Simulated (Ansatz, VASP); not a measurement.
**Two plane-wave programs on BN**

INCAR

```
ALGO = Normal ; EDIFF = 1E-7
EDIFFG = -0.01 ; ENCUT = 600
GGA = PE ; IBRION = 2
ISIF = 3 ; ISMEAR = -1
LASPH = T ; LCHARG = F
LREAL = F ; LWAVE = F
NELM = 100 ; NSW = 40
PREC = Accurate ; SIGMA = 0.05
```

KPOINTS

```
k-points
0
Gamma
  13 13 13
```

File POSCAR:

```
BN
1.0
    0.0000000000      1.8130010000      1.8130010000
    1.8130010000      0.0000000000      1.8130010000
    1.8130010000      1.8130010000      0.0000000000
N B
1 1
Direct
    0.2500000000      0.2500000000      0.2500000000
    0.0000000000      0.0000000000      0.0000000000
```

File input.yaml:

```yaml
crystal:
  lattice:
    - [0.0, 1.813001, 1.813001]
    - [1.813001, 0.0, 1.813001]
    - [1.813001, 1.813001, 0.0]
  atoms:
    - { symbol: "N", position: [0.25, 0.25, 0.25] }
    - { symbol: B, position: [0.0, 0.0, 0.0] }
hamiltonian:
  xc: pbe
  pseudopotentials: { kind: paw }
kpoints:
  mp_grid: { grid: [13, 13, 13] }
scf:
  occupations: { method: fermi_dirac, width: 0.05 }
output:
  forces: true
  stress: true
  eigenvalues: true
  write_density: true
  write_potential: true
  elf: true
  volumetric_format: npy
relax:
  f_tol: 0.01
  max_steps: 40
  cell: { stress_tol: 0.05 }
```

The cell is a database's computed one.

Alike in both runs: task relaxation of cell and atoms; functional PBE; k mesh 13 × 13 × 13; occupations fermi-dirac, width 0.05 eV; no spin polarisation.

|  | VASP | Ansatz |
| --- | --- | --- |
| version | VASP 6.6.1 | Ansatz 0.2.0 |
| potentials or method | VASP PAW PBE potentials, release 64 (N, B) | Ansatz PAW |
| plane-wave cutoff (eV) | 600 | 420 |
| valence electrons in the cell | 8 | 8 |

|  | VASP | Ansatz | Ansatz less VASP |
| --- | --- | --- | --- |
| gap on the k mesh at the Fermi level, each at its own relaxed structure (eV) | 4.52 | 4.54 | +0.012 |
| relaxed volume (Å³/atom) | 5.95 | 5.95 | +0.001 |
| relaxed cell length with the largest relative difference (Å) | 2.563 | 2.563 | +0.0001 |

Caveats: an odd mesh through Γ misses points on the zone boundary, where band edges often lie (VASP); odd divisions of the mesh miss points on the zone boundary, where band edges often lie, so the gap on the mesh can be too wide (Ansatz); the plane-wave basis is chosen anew once the cell has moved, so the energies of steps on either side of that aren't comparable (Ansatz); the pressure holds a Pulay correction of +1.1 GPa for the finite cutoff (Ansatz).
